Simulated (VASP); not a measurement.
# BeTe (F-43m) in VASP: a series of runs, part 2 of 2

VASP 6.6.1.

**5. Relaxation of the atoms, PBE+D3(BJ)**

INCAR

```
SYSTEM = BeTe
PREC = Accurate ; ENCUT = 600
EDIFF = 1E-7 ; ISMEAR = 0
SIGMA = 0.03 ; LREAL = .False.
LASPH = .True. ; NELM = 80
ALGO = Normal ; ISIF = 2
LWAVE = .False. ; LCHARG = .False.
GGA = PE ; IVDW = 12
IBRION = 2 ; NSW = 40
EDIFFG = -0.01
```

KPOINTS

```
regular mesh
0
Gamma
  8 8 8
  0 0 0
```

POSCAR

```
BeTe                                    
1.0
    0.0000000000      2.7928977096      2.7928977096
    2.7928977096      0.0000000000      2.7928977096
    2.7928977096      2.7928977096      0.0000000000
  Be              Te            
     1     1
Direct
     0.0000000000000000    0.0000000000000000    0.0000000000000000
     0.2500000000000000    0.2500000000000000    0.2500000000000000
```

Potentials or basis: VASP PAW PBE potentials, release 64 (Be, Te).

On the command line:

```sh
cat potpaw_PBE.64/Be/POTCAR potpaw_PBE.64/Te/POTCAR > POTCAR
mpirun -np 1 vasp_std > vasp.out
```

OUTCAR:

```text
SYSTEM = BeTe
   PREC = Accurate
   ENCUT = 600
   EDIFF = 1E-7
   ISMEAR = 0
   LREAL = .False.
   LASPH = .True.
   NELM = 80
   ISIF = 2
   GGA = PE
   IVDW = 12
   IBRION = 2
   NSW = 40
   EDIFFG = -0.01
 IVDW          = 12

 ion  position               nearest neighbor table
   1  0.000  0.000  0.000-   2 2.42   2 2.42   2 2.42   2 2.42
   2  0.250  0.250  0.250-   1 2.42   1 2.42   1 2.42   1 2.42

[... 459 lines left out ...]

 Edisp (eV)   -0.69489

 E8    (eV) :    -0.2960

  FORCE on cell =-STRESS in cart. coord.  units (eV):
  Direction    XX          YY          ZZ          XY          YZ          ZX
  --------------------------------------------------------------------------------------
  -------------------------------------------------------------------------------------
  Total       0.00129     0.00129     0.00129    -0.00000     0.00000     0.00000
  in kB       0.04726     0.04726     0.04726    -0.00000     0.00000     0.00000
  external pressure =        0.05 kB  Pullay stress =        0.00 kB

 VOLUME and BASIS-vectors are now :
 -----------------------------------------------------------------------------
  energy-cutoff  :      600.00
  volume of cell :       43.57
      direct lattice vectors                 reciprocal lattice vectors
     0.000000000  2.792897710  2.792897710    -0.179025533  0.179025533  0.179025533
     2.792897710  0.000000000  2.792897710     0.179025533 -0.179025533  0.179025533
     2.792897710  2.792897710  0.000000000     0.179025533  0.179025533 -0.179025533

 POSITION                                       TOTAL-FORCE (eV/Angst)
 -----------------------------------------------------------------------------------
      0.00000      0.00000      0.00000         0.000000      0.000000     -0.000000
      1.39645      1.39645      1.39645        -0.000000     -0.000000      0.000000
 -----------------------------------------------------------------------------------
    total drift:                                0.000000      0.000000      0.000000

  FREE ENERGIE OF THE ION-ELECTRON SYSTEM (eV)
  ---------------------------------------------------
  free  energy   TOTEN  =        -8.3033905792 eV

  energy  without entropy=       -8.3033905792  energy(sigma->0) =       -8.30339058

 reached required accuracy - stopping structural energy minimisation
```

OSZICAR:

```text
N       E                     dE             d eps       ncg     rms          rms(c)
DAV:   1     0.235711584463E+02    0.23571E+02   -0.37564E+03   464   0.907E+02
DAV:   2    -0.696726699432E+01   -0.30538E+02   -0.29722E+02   664   0.107E+02
DAV:   3    -0.775681570153E+01   -0.78955E+00   -0.78955E+00   576   0.230E+01
DAV:   4    -0.776196826235E+01   -0.51526E-02   -0.51526E-02   712   0.211E+00
DAV:   5    -0.776198264742E+01   -0.14385E-04   -0.14385E-04   616   0.880E-02    0.429E+00
DAV:   6    -0.764259021632E+01    0.11939E+00   -0.17147E-01   568   0.215E+00    0.256E+00
DAV:   7    -0.760771606542E+01    0.34874E-01   -0.12865E-01   624   0.195E+00    0.522E-01
DAV:   8    -0.760819788897E+01   -0.48182E-03   -0.62581E-03   504   0.569E-01    0.918E-02
DAV:   9    -0.760846112773E+01   -0.26324E-03   -0.38821E-04   624   0.156E-01    0.243E-02
DAV:  10    -0.760849677136E+01   -0.35644E-04   -0.60409E-05   512   0.474E-02    0.198E-02
DAV:  11    -0.760849994050E+01   -0.31691E-05   -0.29497E-06   680   0.124E-02    0.115E-02
DAV:  12    -0.760850245358E+01   -0.25131E-05   -0.60072E-06   488   0.186E-02    0.596E-03
DAV:  13    -0.760850250101E+01   -0.47428E-07   -0.40852E-08   624   0.156E-03
   1 F= -.83033906E+01 E0= -.83033906E+01  d E =-.830339E+01
```

CONTCAR:

```text
BeTe
   1.00000000000000
     0.0000000000000000    2.7928977096000001    2.7928977096000001
     2.7928977096000001    0.0000000000000000    2.7928977096000001
     2.7928977096000001    2.7928977096000001    0.0000000000000000
  Be              Te
     1     1
Direct
     0.0000000000000000    0.0000000000000000    0.0000000000000000
     0.2500000000000000    0.2500000000000000    0.2500000000000000

  0.00000000E+00  0.00000000E+00  0.00000000E+00
  0.00000000E+00  0.00000000E+00  0.00000000E+00
```

Run time: 7.2 s. Hardware: 1 thread of AMD EPYC 9R45 (Zen 5), shared host; peak memory 0.16 GiB.

Results:

* Free energy: -8.3034 eV
* Pressure after relaxing: 0.0 GPa
* Band gap on the k mesh: 1.91 eV, indirect (least direct gap 3.59 eV)
* Dispersion energy per atom: -0.347 eV

Final structure:
```yaml
crystal:
  lattice:
    - [0.00000, 2.79290, 2.79290]
    - [2.79290, 0.00000, 2.79290]
    - [2.79290, 2.79290, 0.00000]
  atoms:
    - { symbol: Be, position: [0.00000, 0.00000, 0.00000] }
    - { symbol: Te, position: [0.25000, 0.25000, 0.25000] }
```

Caveat: the relaxation stopped at its first step, so nothing moved; spin-orbit coupling is left out, which moves the levels of the heavy elements. A k mesh can miss the band edges.

**6. Relaxation of the atoms, PBE+D3(BJ) (a relaxed cell with its volume scaled by 1.02)**

INCAR is that of step 5.

KPOINTS is that of step 5.

POSCAR

```
BeTe                                    
1.0
    0.0000000000      2.8113942600      2.8113942600
    2.8113942600      0.0000000000      2.8113942600
    2.8113942600      2.8113942600      0.0000000000
  Be              Te            
     1     1
Direct
     0.0000000000000000    0.0000000000000000    0.0000000000000000
     0.2500000000000000    0.2500000000000000    0.2500000000000000
```

Potentials or basis: VASP PAW PBE potentials, release 64 (Be, Te).

On the command line:

```sh
cat potpaw_PBE.64/Be/POTCAR potpaw_PBE.64/Te/POTCAR > POTCAR
mpirun -np 1 vasp_std > vasp.out
```

It took 6.9 s on 1 thread of AMD EPYC 9R45 (Zen 5), shared host; peak memory 0.16 GiB.

Results (log left out):

| Quantity | Value |
| --- | --- |
| Free energy | -8.3002 eV |
| Pressure after relaxing | -1.2 GPa |
| Band gap on the k mesh | 1.96 eV, indirect (least direct gap 3.61 eV) |
| Dispersion energy per atom | -0.340 eV |

Final structure:
```xyz
2
Lattice="0.0000 2.8114 2.8114 2.8114 0.0000 2.8114 2.8114 2.8114 0.0000" Properties=species:S:1:pos:R:3 pbc="T T T"
Be    0.0000    0.0000    0.0000
Te    1.4057    1.4057    1.4057
```

Levels at points of the mesh, in eV from the valence-band top:
```
           k point  band 1  band 2  band 3  band 4  band 5  band 6  band 7  band 8
(0.00, 0.00, 0.00)  -12.33    0.00    0.00    0.00    3.61    3.61    3.61    3.86
(0.50, 0.00, 0.00)  -10.97   -5.57   -1.14   -1.14    3.09    4.59    4.59    7.82
(0.50, 0.50, 0.00)  -10.48   -5.14   -2.66   -2.66    1.96    2.66    9.74    9.74
```

Caveat: the relaxation stopped at its first step, so nothing moved; spin-orbit coupling is left out, which moves the levels of the heavy elements.

**7. Overview**

```tsv
cell	gap on the mesh (eV)	pressure (GPa)
atoms relaxed from: a relaxed cell with its volume scaled by 0.94	1.75	4.3
atoms relaxed from: a relaxed cell with its volume scaled by 0.96	1.80	2.7
atoms relaxed from: a relaxed cell with its volume scaled by 0.98	1.86	1.3
atoms relaxed	1.91	0.0
atoms relaxed from: a relaxed cell with its volume scaled by 1.02	1.96	-1.2
```

Alike in all rows: task relaxation of the atoms; level PBE+D3(BJ); potentials or basis VASP PAW PBE potentials, release 64 (Be, Te); no spin polarisation; k mesh 8 × 8 × 8; cutoff (eV) 600; smearing gaussian 0.03 eV.

Caveats: the relaxation stopped at its first step, so nothing moved; spin-orbit coupling is left out, which moves the levels of the heavy elements.

Total energies depend on the potentials used, so only differences within one code and one set of settings carry meaning.
